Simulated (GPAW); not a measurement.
**FeO (Wuestite): single point with PBEsol**

The system is FeO (Wuestite).

```xyz
2
Lattice="1.5188 0.8769 2.5196 -1.5188 0.8769 2.5196 0.0000 -1.7538 2.5196" Properties=species:S:1:pos:R:3 pbc="T T T"
Fe    0.0044    0.0002    0.0152
O    -0.0560    0.0328    3.7337
```

The cell isn't the ideal one: atoms moved at random, drawn with an rms of 0.05 Å.

```json
{"Program": "GPAW 26.7.0", "Task": "single point", "Functional": "PBEsol", "Potentials or basis": "PAW data sets generated in the run's folder for this functional", "Cutoff": "800 eV", "Basis": "pw", "k mesh": "11 × 11 × 11", "Occupations": "fermi-dirac, width 0.05 eV", "Spin": "collinear spin, ferromagnetic start", "Starting moments": "[3.0, 0.0] μB", "Ranks": "4", "Maxiter": "150"}
```

```yaml
Pressure: -7.2 GPa
Largest_force: 0.275 eV/Å
Band_gap_on_the_k_mesh: none (metal or under the smearing width)
Net_moment: 4.00 μB per cell
Site_moments: Fe +3.53; O +0.24 μB
```

Forces on the atoms (eV/Å):
```
Fe  -0.177  0.096 -0.186
O    0.177 -0.096  0.186
```

Stress tensor (GPa, compression positive):
```
-6.50 -0.73  0.98
-0.73 -7.31 -0.57
 0.98 -0.57 -7.89
```

Levels at points of the mesh, in eV from the Fermi level:
Spin up:
| k point | band 7 | band 8 | band 9 | band 10 | band 11 | band 12 |
| --- | --- | --- | --- | --- | --- | --- |
| (0.00, 0.00, 0.00) | -3.54 | -3.49 | -3.16 | -0.18 | 15.01 | 16.43 |
Spin down:
```
           k point  band 1  band 2  band 3  band 4  band 5  band 6  band 7  band 8  band 9  band 10
(0.00, 0.00, 0.00)  -20.21   -3.51   -3.41   -3.38   -0.75   -0.67   -0.63    0.14    0.26     0.65
```

It took 2.1 min on 4 MPI ranks on Arm Neoverse V2, on a shared host, peak memory 0.31 GiB a rank.

Caveat: a cell with one magnetic atom can't hold antiferromagnetic order, which such compounds often take; semilocal functionals often make such compounds metallic where correlation or magnetic order opens a gap, which also shifts bond lengths.
